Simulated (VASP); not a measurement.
Output of a VASP run:

### OSZICAR
```
       N       E                     dE             d eps       ncg     rms          rms(c)
DAV:   1     0.219430349968E+03    0.21943E+03   -0.14003E+04   512   0.154E+03
DAV:   2    -0.980393619955E+01   -0.22923E+03   -0.22642E+03   688   0.391E+02
DAV:   3    -0.186336206755E+02   -0.88297E+01   -0.88255E+01   528   0.873E+01
DAV:   4    -0.189810149819E+02   -0.34739E+00   -0.34731E+00   896   0.133E+01
DAV:   5    -0.189839339896E+02   -0.29190E-02   -0.29190E-02   528   0.129E+00    0.738E+00
DAV:   6    -0.178974914560E+02    0.10864E+01   -0.58326E+00   544   0.174E+01    0.307E+00
DAV:   7    -0.178873084523E+02    0.10183E-01   -0.15940E-01   656   0.374E+00    0.162E+00
DAV:   8    -0.178959113724E+02   -0.86029E-02   -0.27112E-02   672   0.212E+00    0.187E-01
DAV:   9    -0.178996104199E+02   -0.36990E-02   -0.74640E-03   648   0.671E-01    0.137E-01
DAV:  10    -0.179003596842E+02   -0.74926E-03   -0.14001E-03   608   0.289E-01    0.276E-02
DAV:  11    -0.179003610836E+02   -0.13994E-05   -0.90148E-05   656   0.824E-02    0.111E-02
DAV:  12    -0.179003673782E+02   -0.62946E-05   -0.16678E-05   648   0.346E-02    0.309E-03
DAV:  13    -0.179003675793E+02   -0.20112E-06   -0.31278E-06   624   0.139E-02
   1 F= -.17900368E+02 E0= -.17900368E+02  d E =-.179004E+02
```

OUTCAR:
```
------------------------ aborting loop because EDIFF is reached ----------------------------------------
  FORCE on cell =-STRESS in cart. coord.  units (eV):
  Direction    XX          YY          ZZ          XY          YZ          ZX
  --------------------------------------------------------------------------------------
  Total       -0.0027918     -0.0027918     -0.0027918      0.0000000      0.0000000     -0.0000000
  in kB       -0.1119110     -0.1119110     -0.1119110      0.0000000      0.0000000     -0.0000000
  external PRESSURE =      -0.1119110 kB  Pullay stress =       0.0000000 kB
  volume of cell :       39.97
      direct lattice vectors                 reciprocal lattice vectors
     0.000000000  2.713707162  2.713707162    -0.184249799  0.184249799  0.184249799
     2.713707162  0.000000000  2.713707162     0.184249799 -0.184249799  0.184249799
     2.713707162  2.713707162  0.000000000     0.184249799  0.184249799 -0.184249799
 POSITION                                       TOTAL-FORCE (eV/Angst)
 -----------------------------------------------------------------------------------
      0.00000      0.00000      0.00000         0.000000     -0.000000     -0.000000
      1.35685      1.35685      1.35685        -0.000000     -0.000000     -0.000000
      4.07056      4.07056      4.07056         0.000000      0.000000      0.000000
 -----------------------------------------------------------------------------------
    total drift:                                0.000000     -0.000000      0.000000
  FREE ENERGIE OF THE ION-ELECTRON SYSTEM (eV)
  ---------------------------------------------------
  free  energy   TOTEN  =       -17.9003675793 eV

  energy  without entropy=      -17.9003675793  energy(sigma->0) =      -17.90036758

 reached required accuracy - stopping structural energy minimisation
```
(Selected blocks of OUTCAR.)

**POSCAR**
```
CaF2
1
    0.0000000000     2.7137071616     2.7137071616
    2.7137071616     0.0000000000     2.7137071616
    2.7137071616     2.7137071616    -0.0000000000
Ca F
1 2
Direct
  1.0000000000   0.0000000000   1.0000000000
  0.2500000000   0.2500000000   0.2500000000
  0.7500000000   0.7500000000   0.7500000000
```

**Question.** Reconstruct the remaining input files.

**Answer.** Several could match; the one computed here: the input of the run itself, PBEsol GGA, plane waves, VASP's PBE PAW potentials (set 64).

File KPOINTS:
```
Automatic mesh
0
Gamma
6 6 6
0 0 0
```

INCAR:
```
! general
SYSTEM = CaF2
PREC   = Accurate
ENCUT  = 520
LREAL  = .FALSE.
LASPH  = .TRUE.

! electronic loop
EDIFF  = 1E-6
NELM   = 100
ALGO   = Normal

! smearing
ISMEAR = 0
SIGMA  = 0.05

! functional
GGA    = PS

! ions
IBRION = 2
NSW    = 60
ISIF   = 3
EDIFFG = -0.02

! output
LWAVE  = .FALSE.
LCHARG = .FALSE.
```

POTCAR, in this order: Ca_sv F (PBE.64 set). Program: vasp_std.

The compound is CaF2 in the fluorite structure. It was relaxed first. The start is the result of an earlier pass.
